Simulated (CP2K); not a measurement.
Slab: WS2, a slab with vacuum.

```
W S
1.0
     3.18352    0.00000    0.00000
    -1.59176    2.75701    0.00000
     0.00000    0.00000   16.95058
W S
1 2
Direct
  0.00000 0.00000 0.00000
  0.33333 0.66667 0.09200
  0.33333 0.66667 0.90800
```

Base run:

* Program: CP2K 2026.2
* Functional: PBEsol
* Potentials or basis: GTH_POTENTIALS W GTH-PBE-q14, S GTH-PBE-q6; DZVP-MOLOPT-SR-GTH basis
* Density cutoff: 6123 eV
* k mesh: 7 × 7 × 2
* Occupations: fermi-dirac, width 0.05 eV
* Spin: no spin polarisation

Its results: band gap on the k mesh 2.12 eV, indirect (least direct gap 2.51 eV); largest force 0.048 eV/Å.

Problem. After a change of settings the same cell gave: band gap on the k mesh 1.66 eV, indirect (least direct gap 2.16 eV); largest force 0.043 eV/Å. Which change was it?
A. k mesh from 7 × 7 × 2 to 10 × 10 × 2
B. hubbard terms from none to W d U = 4.0 eV
C. hubbard terms from none to W d U = 2.0 eV

Solution. B.

Caveats: the potentials were made for another functional, which shifts forces and pressure; spin-orbit coupling is left out, which moves the levels of the heavy elements; the basis of atomic orbitals isn't converged, which shifts pressures, moduli and gaps; this program's U acts on Mulliken populations of all basis functions of the shell, so it isn't the U of plane-wave codes (some runs); energies scatter by some meV and the pressure isn't listed (some runs).
